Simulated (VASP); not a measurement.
Wanted: the native input for a VASP 6.6.1 run.

| Item | Value |
| --- | --- |
| Task | optical spectrum |
| Functional | PBE |
| Potentials or basis | VASP PAW PBE potentials, release 64 (Al, As) |
| Cutoff | 520 eV |
| k mesh | 8 × 8 × 8 |
| Occupations | gaussian, width 0.03 eV |
| Spin | no spin polarisation |
| Further INCAR settings | ALGO = Fast; EDIFF = 1e-07; NBANDS = 52 |

The structure of AlAs lies in POSCAR:

```
AlAs                                    
1.0
    0.0000000000      2.8408844733      2.8408844733
    2.8408844733      0.0000000000      2.8408844733
    2.8408844733      2.8408844733      0.0000000000
  Al              As            
     1     1
Direct
     0.0000000000000000    0.0000000000000000    0.0000000000000000
     0.2500000000000000    0.2500000000000000    0.2500000000000000
```

One way to write it, as run:

INCAR

```
SYSTEM = AlAs
PREC = Accurate
ENCUT = 520
EDIFF = 1E-7
ISMEAR = 0
SIGMA = 0.03
LREAL = .False.
LASPH = .True.
NELM = 80
ALGO = Fast
ISIF = 2
LWAVE = .False.
LCHARG = .False.
GGA = PE
LOPTICS = .True.
NBANDS = 52
NEDOS = 2000
CSHIFT = 0.05
```

KPOINTS

```
Automatic mesh
0
Gamma
  8 8 8
  0 0 0
```

Potentials or basis: VASP PAW PBE potentials, release 64 (Al, As).

The run is started by

```bash
$ cat potpaw_PBE.64/Al/POTCAR potpaw_PBE.64/As/POTCAR > POTCAR
$ mpirun -np 1 vasp_std > vasp.out
```

It gave:

| Quantity | Value |
| --- | --- |
| Pressure | 1.9 GPa |
| Band gap on the k mesh | 1.45 eV, indirect (least direct gap 1.97 eV) |

Caveat: spectra need much finer meshes, so this one isn't converged; independent-particle spectra lack excitons.

It took 36 s on 1 thread of AMD EPYC 9R45 (Zen 5), with other jobs on the host, peak memory 0.18 GiB.
